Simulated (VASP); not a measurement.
# HfS2 (P-3m1) in VASP: notebook

One crystal, HfS2, is run at these levels: LDA; tasks: relaxation of cell and atoms.

All numbers are computed with VASP 6.6.1; they aren't measurements. Logs are shortened: lines on timing, memory, paths and dates and some standing lists are left out, and cuts for length are marked.

**1. Starting point**

The structure is trigonal, space group P-3m1 (No. 164). The conventional cell has a = 3.640 Å, b = 3.640 Å, c = 6.056 Å, α = 90.00°, β = 90.00°, γ = 120.00°. Hf (site symmetry -3m) is surrounded by 6 S at 2.54 Å. S (site symmetry 3m) is surrounded by 3 Hf at 2.54 Å.

The cell is a database's computed one.

**2. Relaxation of cell and atoms, LDA**

INCAR reads:

```
PREC = Accurate
ENCUT = 520
EDIFF = 1E-7
ISMEAR = 0
SIGMA = 0.02
LREAL = False
LASPH = True
NELM = 60
ALGO = Normal
ISIF = 3
LWAVE = False
LCHARG = False
IBRION = 2
NSW = 80
EDIFFG = -0.002
```

KPOINTS reads:

```
regular mesh
0
Gamma
  12 12 6
```

POSCAR reads:

```
HfS2
1.0
    3.6396641800      0.0000000000      0.0000000000
   -1.8198320900      3.1520416400      0.0000000000
    0.0000000000      0.0000000000      6.0555624700
Hf S
1 2
Direct
    0.0000000000      0.0000000000      0.0000000000
    0.6666666700      0.3333333300      0.7639520500
    0.3333333300      0.6666666700      0.2360479500
```

Potentials or basis: VASP PAW LDA potentials, release 64 (Hf_pv, S).

The run is started by

```bash
> cat potpaw_LDA.64/Hf_pv/POTCAR potpaw_LDA.64/S/POTCAR > POTCAR
> mpirun -np 1 vasp_std > vasp.out
```

OUTCAR:

```text
PREC = Accurate
   ENCUT = 520
   EDIFF = 1E-7
   ISMEAR = 0
   LREAL = False
   LASPH = True
   NELM = 60
   ISIF = 3
   IBRION = 2
   NSW = 80
   EDIFFG = -0.002

 ion  position               nearest neighbor table
   1  0.000  0.000  0.000-   2 2.54   3 2.54   3 2.54   2 2.54   2 2.54   3 2.54
   2  0.667  0.333  0.764-   1 2.54   1 2.54   1 2.54
   3  0.333  0.667  0.236-   1 2.54   1 2.54   1 2.54

  LATTYP: Found a hexagonal cell.
 ALAT       =     3.6396641800
 C/A-ratio  =     1.6637695596

  Lattice vectors:

 A1 = (   3.6396641800,   0.0000000000,   0.0000000000)
 A2 = (  -1.8198320900,   3.1520416400,   0.0000000000)
 A3 = (   0.0000000000,   0.0000000000,   6.0555624700)

Analysis of symmetry for initial positions (statically):
=====================================================================
 Subroutine PRICEL returns:
 Original cell was already a primitive cell.

 Routine SETGRP: Setting up the symmetry group for a
 hexagonal supercell.

 Subroutine GETGRP returns: Found 12 space group operations
 (whereof 12 operations were pure point group operations)
 out of a pool of 24 trial point group operations.

The static configuration has the point symmetry D_3d.

Analysis of symmetry for dynamics (positions and initial velocities):
=====================================================================
 Subroutine PRICEL returns:
 Original cell was already a primitive cell.

 Routine SETGRP: Setting up the symmetry group for a
 hexagonal supercell.

 Subroutine GETGRP returns: Found 12 space group operations
 (whereof 12 operations were pure point group operations)
 out of a pool of 24 trial point group operations.

The dynamic configuration has the point symmetry D_3d.

 Subroutine INISYM returns: Found 12 space group operations
 (whereof 12 operations are pure point group operations),
 and found     1 'primitive' translations

----------------------------------------------------------------------------------------

                                     Primitive cell

  volume of cell :      69.4717

  direct lattice vectors                    reciprocal lattice vectors
     3.639664180  0.000000000  0.000000000     0.274750623  0.158627346  0.000000000
    -1.819832090  3.152041640  0.000000000     0.000000000  0.317254692  0.000000000
     0.000000000  0.000000000  6.055562470     0.000000000  0.000000000  0.165137426

  length of vectors
     3.639664180  3.639664179  6.055562470     0.317254692  0.317254692  0.165137426

  position of ions in fractional coordinates (direct lattice)
     0.000000000  0.000000000  0.000000000
     0.666666670  0.333333330  0.763952050
     0.333333330  0.666666670  0.236047950

  ion indices of the primitive-cell ions
   primitive index   ion index
                 1           1
                 2           2
                 3           3

----------------------------------------------------------------------------------------

 KPOINTS: regular mesh

Automatic generation of k-mesh.
 Grid dimensions read from file:
 generate k-points for:   12   12    6

 Generating k-lattice:

  Cartesian coordinates                     Fractional coordinates (reciprocal lattice)
     0.022895885  0.013218946  0.000000000     0.083333333  0.000000000  0.000000000
     0.000000000  0.026437891  0.000000000     0.000000000  0.083333333  0.000000000
     0.000000000  0.000000000  0.027522904     0.000000000  0.000000000  0.166666667

  Length of vectors
     0.026437891  0.026437891  0.027522904

  Shift w.r.t. Gamma in fractional coordinates (k-lattice)
     0.000000000  0.000000000  0.000000000

 Subroutine IBZKPT returns following result:
 ===========================================

 Found    100 irreducible k-points:

 Following reciprocal coordinates:
            Coordinates               Weight
  0.000000  0.000000  0.000000      1.000000
  0.083333 -0.000000  0.000000      6.000000
  0.166667 -0.000000  0.000000      6.000000
  0.250000 -0.000000  0.000000      6.000000
  0.333333 -0.000000  0.000000      6.000000
  0.416667 -0.000000  0.000000      6.000000
[... 16 lines left out ...]
  0.166667 -0.000000  0.166667      6.000000
  0.000000  0.166667  0.166667      6.000000
 [... further k-points ...]
   k-points           NKPTS =    100   k-points in BZ     NKDIM =    100   number of bands    NBANDS=     15
   number of dos      NEDOS =    301   number of ions     NIONS =      3
   total plane-waves  NPLWV =  37632
   dimension x,y,z NGX =    28 NGY =   28 NGZ =   48
   dimension x,y,z NGXF=    56 NGYF=   56 NGZF=   96
   ions per type =               1   2
   NGX,Y,Z   is equivalent  to a cutoff of  12.79, 12.79, 13.18 a.u.
   NGXF,Y,Z  is equivalent  to a cutoff of  25.58, 25.58, 26.36 a.u.
 SYSTEM =  unknown system
   PREC   = accura    normal or accurate (medium, high low for compatibility)
   ISTART =      0    job   : 0-new  1-cont  2-samecut
   ICHARG =      2    charge: 1-file 2-atom 10-const
   ISPIN  =      1    spin polarized calculation?
   LNONCOLLINEAR =      F non collinear calculations
   LSORBIT =      F    spin-orbit coupling
   LASPH  =      T    aspherical Exc in radial PAW
   ENCUT  =  520.0 eV  38.22 Ry    6.18 a.u.   6.77  6.77 11.26*2*pi/ulx,y,z
   NELM   =     60;   NELMIN=  2; NELMDL= -5     # of ELM steps
   EDIFF  = 0.1E-06   stopping-criterion for ELM
   LREAL  =      F    real-space projection
   EDIFFG = -.2E-02   stopping-criterion for IOM
   NSW    =     80    number of steps for IOM
   IBRION =      2    ionic relax: 0-MD 1-quasi-New 2-CG
   NFREE  =      1    steps in history (QN), initial steepest desc. (CG)
   ISIF   =      3    stress and relaxation
   ISYM   =      2    0-nonsym 1-usesym 2-fastsym
   POTIM  = 0.5000    time-step for ionic-motion
   TEBEG  =    0.0;   TEEND  =   0.0 temperature during run
   PSTRESS=    0.0 pullay stress
   NELECT =      22.0000    total number of electrons
   NUPDOWN=      -1.0000    fix difference up-down
   EMIN   =  10.00;   EMAX   =-10.00  energy-range for DOS
   EFERMI =   0.00;   METHOD = LEGACY
   ISMEAR =     0;   SIGMA  =   0.02  broadening in eV -4-tet -1-fermi 0-gaus
   EFERMI_NEDOS =   21; number of points for ismear=-14 and -15
   IALGO  =     38    algorithm
   IMIX   =      4    mixing-type and parameters
     AMIX     =   0.40;   BMIX     =  1.00
     AMIX_MAG =   1.60;   BMIX_MAG =  1.00
  volume/ion in A,a.u.               =      23.16       156.27
  Fermi-wavevector in a.u.,A,eV,Ry     =   1.115869  2.108686 16.941474  1.245163
  Thomas-Fermi vector in A             =   2.252478
   LORBIT       =      0    0 simple, 1 ext, 2 COOP (PROOUT), +10 PAW based schemes
   GGA     = CA    functional components
   LHFCALC =     F    Hartree Fock is set to
   AEXX    =    0.0000 exact exchange contribution
   IVDW    =     0    specifies the selected vdW correction
   LEPSILON=     F    determine dielectric tensor
   LRPA    =     F    only Hartree local field effects (RPA)
 conjugate gradient relaxation of ions
 non-spin polarized calculation
 Gauss-broadening in eV      SIGMA  =   0.02
  energy-cutoff  :      520.00
  volume of cell :       69.47
 maximum number of plane-waves:      1906
   NGX = 13   NGY = 13   NGZ = 23

--------------------------------------- Ionic step        1  -------------------------------------------

 number of electron      21.9999999 magnetization

 Free energy of the ion-electron system (eV)
  ---------------------------------------------------
  ext. energy  EPLUGINS =         0.00000000
  ---------------------------------------------------
  free energy    TOTEN  =       -24.80838152 eV

  energy without entropy =      -24.80838152  energy(sigma->0) =      -24.80838152

 E-fermi :   2.8329     XC(G=0):  -9.7751

 val. band max:        2.7328516931   @ k =   0.0833   0.0833   0.0000
 cond. band min:       3.7766220550   @ k =   0.5000  -0.0000   0.5000
 fundamental gap:      1.0437703619
 Fermi energy:         2.8328514144

 k-point     1 :       0.0000    0.0000    0.0000
  band No.  band energies     occupation
      1     -27.8096      2.00000
      2     -27.7017      2.00000
      3     -27.7017      2.00000
      4     -10.2040      2.00000
      5      -8.5224      2.00000
      6      -1.8708      2.00000
      7      -0.0309      2.00000
      8      -0.0309      2.00000
      9       2.6706      2.00000
     10       2.7117      2.00000
     11       2.7117      2.00000
     12       4.6103      0.00000
[... 950 lines left out ...]
      1     -27.2514      2.00000
      2     -27.1994      2.00000
      3     -27.1507      2.00000
      4      -9.6557      2.00000
      5      -8.3346      2.00000
      6      -1.2171      2.00000
      7      -0.0473      2.00000
      8       0.4503      2.00000
      9       1.3977      2.00000
     10       2.5394      2.00000
     11       2.9303      2.00000
     12       4.8954      0.00000
     13       5.8754      0.00000
     14       6.4015      0.00000
     15       8.2011      0.00000

 [... further k-points ...]

[... ionic steps 4 to 16 ...]

--------------------------------------- Ionic step       17  -------------------------------------------

 number of electron      22.0000000 magnetization

------------------------ aborting loop because EDIFF is reached ----------------------------------------

  FORCE on cell =-STRESS in cart. coord.  units (eV):
  Direction    XX          YY          ZZ          XY          YZ          ZX
  --------------------------------------------------------------------------------------
  -------------------------------------------------------------------------------------
  Total        0.0040765      0.0040765      0.0010463      0.0000000     -0.0000000      0.0000000
  in kB        0.1052010      0.1052010      0.0270020      0.0000000     -0.0000000      0.0000000
  external PRESSURE =       0.0791346 kB  Pullay stress =       0.0000000 kB
[... 59 lines left out ...]
  energy  without entropy=      -24.8806553804  energy(sigma->0) =      -24.88065538

--------------------------------------- Ionic step       19  -------------------------------------------

 number of electron      22.0000000 magnetization

 Free energy of the ion-electron system (eV)
  ---------------------------------------------------
  ext. energy  EPLUGINS =         0.00000000
  ---------------------------------------------------
  free energy    TOTEN  =       -24.88065637 eV

  energy without entropy =      -24.88065637  energy(sigma->0) =      -24.88065637

 E-fermi :   4.2487     XC(G=0): -10.3723

 val. band max:        4.0559895850   @ k =   0.0000   0.0000   0.0000
 cond. band min:       4.6622369025   @ k =   0.5000  -0.0000   0.5000
 fundamental gap:      0.6062473175
 Fermi energy:         4.2487358066

 k-point     1 :       0.0000    0.0000    0.0000
  band No.  band energies     occupation
      1     -26.5766      2.00000
      2     -26.4475      2.00000
      3     -26.4475      2.00000
      4      -9.4901      2.00000
      5      -7.4808      2.00000
      6      -1.3601      2.00000
      7       1.0142      2.00000
      8       1.0142      2.00000
      9       3.8953      2.00000
     10       3.8953      2.00000
     11       4.0560      2.00000
     12       5.7514      0.00000
[... 447 lines left out ...]
  FREE ENERGIE OF THE ION-ELECTRON SYSTEM (eV)
  ---------------------------------------------------
  free  energy   TOTEN  =       -24.8806563666 eV

  energy  without entropy=      -24.8806563666  energy(sigma->0) =      -24.88065637

 reached required accuracy - stopping structural energy minimisation
```

Wall time 6 min (1 thread of Intel Xeon 6975P-C (Granite Rapids), shared host); peak memory 0.25 GiB.

What came out:

| Quantity | Value |
| --- | --- |
| Free energy | -24.8807 eV |
| Relaxed volume | 20.70 Å³/atom |
| Relaxed cell | a = 3.554 Å, b = 3.554 Å, c = 5.679 Å, α = 90.00°, β = 90.00°, γ = 120.00° |
| Space group after relaxing (to 0.05 Å) | P-3m1 (No. 164) |
| Energy gained by relaxing | 24.1 meV/atom |
| Ionic steps | 19 |
| Pressure after relaxing | 0.0 GPa |
| Band gap on the k mesh | 0.61 eV, indirect (least direct gap 1.57 eV) |

The path:
| step | energy change (eV) | largest force (eV/Å) | pressure (GPa) | volume (Å³) |
| --- | --- | --- | --- | --- |
| 1 | 0.0000 | 0.2483 | -4.25 | 69.47 |
| 2 | 0.0298 | 1.0743 | 6.34 | 63.48 |
| 3 | -0.0399 | 0.2820 | -0.15 | 66.80 |
| 4 | -0.0399 | 0.2935 | -0.07 | 66.75 |
| 5 | -0.0468 | 0.1985 | -0.09 | 66.33 |
| 6 | -0.0499 | 0.0688 | -0.14 | 65.78 |
| 7 | -0.0538 | 0.0611 | -0.16 | 65.38 |
| 8 | -0.0641 | 0.0396 | -0.21 | 64.17 |
| 9 | -0.0718 | 0.0149 | 0.01 | 61.74 |
| 10 | -0.0722 | 0.0059 | -0.06 | 62.31 |
| 11 | -0.0723 | 0.0009 | -0.04 | 62.16 |
| 12 | -0.0723 | 0.0015 | -0.03 | 62.09 |
| 13 | -0.0722 | 0.0141 | 0.18 | 61.99 |
| 14 | -0.0723 | 0.0032 | 0.03 | 62.06 |
| 15 | -0.0722 | 0.0173 | -0.07 | 62.11 |
| 16 | -0.0723 | 0.0035 | 0.00 | 62.07 |
| 17 | -0.0723 | 0.0021 | 0.01 | 62.08 |
| 18 | -0.0723 | 0.0008 | 0.01 | 62.09 |
| 19 | -0.0723 | 0.0017 | 0.00 | 62.11 |

Final structure:
```xyz
3
Lattice="3.5537 0.0000 0.0000 -1.7769 3.0776 0.0000 0.0000 0.0000 5.6788" Properties=species:S:1:pos:R:3 pbc="T T T"
Hf    0.0000    0.0000    0.0000
S     1.7769    1.0259    4.2343
S     0.0000    2.0517    1.4445
```

Caveat: spin-orbit coupling is left out, which moves the levels of the heavy elements. LDA gaps usually lie below the measured ones, often by a third to a half.

**3. Relaxation of cell and atoms, LDA**

This run uses another cell than the first one, of 20.70 Å³/atom, 0.894 times its volume.

INCAR is that of step 2.

KPOINTS is that of step 2.

POSCAR reads:

```
HfS2                                    
1.0
    3.5537266204     -0.0000000000     -0.0000000000
   -1.7768633102      3.0776175303      0.0000000000
    0.0000000000      0.0000000000      5.6788068257
  Hf              S             
     1     2
Direct
     0.0000000000000000    0.0000000000000000    0.0000000000000000
     0.6666666699999979    0.3333333300000021    0.7456265838909872
     0.3333333300000021    0.6666666699999979    0.2543734161090129
```

Potentials or basis: VASP PAW LDA potentials, release 64 (Hf_pv, S).

The run is started by

```bash
> cat potpaw_LDA.64/Hf_pv/POTCAR potpaw_LDA.64/S/POTCAR > POTCAR
> mpirun -np 1 vasp_std > vasp.out
```

Run time: 54 s. Hardware: 1 thread of Intel Xeon 6975P-C (Granite Rapids), shared host; peak memory 0.22 GiB.

It converged, with:

| Item | Value |
| --- | --- |
| Free energy | -24.8791 eV |
| Relaxed volume | 20.70 Å³/atom |
| Relaxed cell | a = 3.554 Å, b = 3.554 Å, c = 5.678 Å, α = 90.00°, β = 90.00°, γ = 120.00° |
| Space group after relaxing (to 0.05 Å) | P-3m1 (No. 164) |
| Energy gained by relaxing | 0.0 meV/atom |
| Ionic steps | 3 |
| Pressure after relaxing | 0.0 GPa |
| Band gap on the k mesh | 0.61 eV, indirect (least direct gap 1.57 eV) |

Final structure:
```xyz
3
Lattice="3.5536 0.0000 0.0000 -1.7768 3.0775 0.0000 0.0000 0.0000 5.6782" Properties=species:S:1:pos:R:3 pbc="T T T"
Hf    0.0000    0.0000    5.6782
S     1.7768    1.0258    4.2339
S     0.0000    2.0517    1.4444
```

Levels at points of the mesh, in eV from the valence-band top:
| k point | band 9 | band 10 | band 11 | band 12 | band 13 | band 14 |
| --- | --- | --- | --- | --- | --- | --- |
| (0.00, 0.00, 0.00) | -0.16 | -0.16 | 0.00 | 1.69 | 1.69 | 2.23 |
| (0.50, 0.00, 0.00) | -2.73 | -2.40 | -1.54 | 0.81 | 3.96 | 4.07 |
| (0.00, 0.00, 0.50) | -2.37 | -0.37 | -0.37 | 1.63 | 1.63 | 2.63 |
| (0.50, 0.00, 0.50) | -2.73 | -1.14 | -0.97 | 0.61 | 3.94 | 4.12 |

Caveat: spin-orbit coupling is left out, which moves the levels of the heavy elements. A hybrid or GW would open this gap; LDA tends to underestimate it.
